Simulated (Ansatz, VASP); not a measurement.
# Two plane-wave programs on C

```
C
1.0
     2.45154    0.00000    0.00000
    -1.22577    2.12310    0.00000
     0.00000    0.00000    6.66678
C
4
Direct
  0.00000 0.00000 0.00250
  0.00000 0.00000 0.50250
  0.33333 0.66667 0.00250
  0.66667 0.33333 0.50250
```

Alike in both runs: functional r2SCAN; k mesh 10 × 10 × 4; no spin polarisation.

Ansatz relaxed the structure, and its values are those at the end. VASP's run is a single point on that final structure, the one shown.

|  | VASP | Ansatz |
| --- | --- | --- |
| version | VASP 6.6.1 | Ansatz 0.2.0 |
| potentials or method | VASP PAW PBE potentials, release 64 (C) | PAW with Ansatz's default frozen-core files, scalar-relativistic |
| plane-wave cutoff (eV) | 520 | 500 |
| occupations | gaussian, width 0.01 eV | fixed |
| valence electrons in the cell | 16 | 16 |

|  | VASP | Ansatz | Ansatz less VASP |
| --- | --- | --- | --- |
| pressure (GPa) | 2.7 | 2.0 | -0.68 |

Ansatz warned: «structure_snapped_to_symmetry».

Caveats: the PAW data sets were made with another functional, which shifts forces and pressure a little (VASP).
